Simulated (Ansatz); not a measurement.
CaS (rocksalt), relaxed with r2SCAN: space group Fm-3m (No. 225), cubic; conventional cell a = 5.696 Å, 23.10 Å³ an atom. Ca has 6 S at 2.85 Å; S has 6 Ca at 2.85 Å. One-shot G0W0@PBE in the PAW code Ansatz on a 6×6×6 mesh (contour deformation, no spin-orbit coupling), from a PBE gap of 2.363 eV over the mesh points (the G0W0 gap is indirect on the mesh); the number N of bands summed and the screening cutoff rise together. The values are computed, spin-unpolarised, and not measurements.

| N | cutoff (eV) | 1000/N | G0W0 gap (eV) |
| --- | --- | --- | --- |
| 112 | 100 | 8.929 | 4.032 |
| 261 | 180 | 3.831 | 4.171 |

**Question.** Lay a straight line in 1000/N through these rows.

**Answer.** The slope is -0.0273 eV per unit of 1000/N and the intercept 4.275 eV.

**Question.** Predict the gap at N = 499 (260 eV).

**Answer.** 4.275 + (-0.0273) × 2.004 = 4.220 eV; the run gives 4.215 eV, -0.005 eV from the line.

**Question.** With that run's result added, what limit do the last two rows suggest?

**Answer.** Their slope is (4.215 − 4.171)/(2.004 − 3.831) = -0.0241, which meets 1/N = 0 at 4.26 eV, against 4.275 eV from the first line. The slope flattens, so the first line overshoots; the k mesh isn't extrapolated.
